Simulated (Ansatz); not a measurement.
# Random displacements in P

Computed with DFT r2SCAN, scalar-relativistic, plane waves, PAW in Ansatz. Cutoff 500 eV, Γ-centred 6×2×6 k-points, Gaussian smearing of 0.05 eV. No spin polarisation. Energies are free energies at this smearing, counted from the undisturbed cell; pressure is positive in compression.

Zero of the scan (relaxed at this level; this form isn't the usual structure):

```
P
1.0
     5.64544    0.00000   -0.00144
     0.00000   19.63570    0.00000
    -1.60489    0.00000    6.13073
P
10
Direct
  0.14602 0.41231 0.68936
  0.17155 0.44280 0.36056
  0.17155 0.55720 0.36056
  0.14602 0.58769 0.68936
  0.22736 0.50000 0.91269
  0.54281 0.58713 0.33055
  0.75656 0.55812 0.65937
  0.75656 0.44188 0.65937
  0.54281 0.41287 0.33055
  0.60937 0.50000 0.12561
```

The cell holds layers and no dispersion correction was added, so their binding is poorly described.

After a displacement of all atoms with no net shift and a strain of the cell, the run gives ΔE = 189.5 meV/atom; stress (xx, yy, zz, yz, xz, xy; compression positive) (0.31, 0.34, -1.00, -0.15, 0.38, -1.19) GPa; gap on the mesh 0.86 eV.

```tsv
atom	Fx (eV/Å)	Fy	Fz
P1	0.746	-0.520	0.474
P2	-0.936	-1.510	0.519
P3	1.213	2.626	0.059
P4	-1.799	0.776	-0.144
P5	-2.397	-0.726	-2.079
P6	-1.304	-1.870	0.002
P7	1.161	0.873	-0.395
P8	-0.940	0.242	-1.413
P9	1.886	0.978	0.457
P10	2.370	-0.870	2.518
```

Task: Which displacements (Å, in the unstrained cell) and strain were applied?

Result:
```csv
atom,ux,uy,uz
P1,0.03,0.02,-0.05
P2,0.04,0.05,-0.05
P3,-0.17,-0.10,-0.05
P4,0.12,-0.10,0.00
P5,0.07,0.03,0.10
P6,0.09,0.21,0.02
P7,-0.10,-0.10,0.03
P8,0.07,-0.10,0.16
P9,-0.10,-0.09,-0.03
P10,-0.06,0.17,-0.13
```
Strain (Voigt, engineering shear): (0.0092, -0.0085, -0.0001, 0.0123, 0.0022, 0.0288).

Cost: 1 run of about 1.5 core-minutes, on Oxide Virtual Turin-like Processor (Zen 5) (shared hosts).